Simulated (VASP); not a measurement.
RbBr, 2 atoms in the cell. The structure is cubic, space group Fm-3m (No. 225). Conventional cell: a = 6.920 Å, b = 6.920 Å, c = 6.920 Å, α = 90.00°, β = 90.00°, γ = 90.00°. Rb (site symmetry m-3m) has 6 Br at 3.46 Å as nearest neighbours. Br (site symmetry m-3m) has 6 Rb at 3.46 Å as nearest neighbours. 

```yaml
Program: VASP 6.6.1
Task: dielectric tensor
Functional: LDA
Potentials_or_basis: VASP PAW LDA potentials, release 64 (Rb_sv, Br)
Cutoff: 600 eV
k_mesh: 12 × 12 × 12
Occupations: gaussian, width 0.03 eV
Spin: no spin polarisation
Monkhorst-Pack_mesh: yes
Further_INCAR_settings: ALGO = Normal; EDIFF = 1e-08
```

Potentials or basis: VASP PAW LDA potentials, release 64 (Rb_sv, Br).

The run is started by

```console
$ cat potpaw_LDA.64/Rb_sv/POTCAR potpaw_LDA.64/Br/POTCAR > POTCAR
$ mpirun -np 1 vasp_std > vasp.out
```

Hardware: 1 thread of Intel(R) Xeon(R) Platinum 8259CL CPU @ 2.50GHz (Skylake/Cascade Lake) (shared host).

Q: How long does it take, and how much memory?

A: Wall time 75 min on 1 thread of Intel(R) Xeon(R) Platinum 8259CL CPU @ 2.50GHz (Skylake/Cascade Lake), with other jobs on the host, peak memory 1.4 GiB. Counts: scf iterations 163, k points 182.
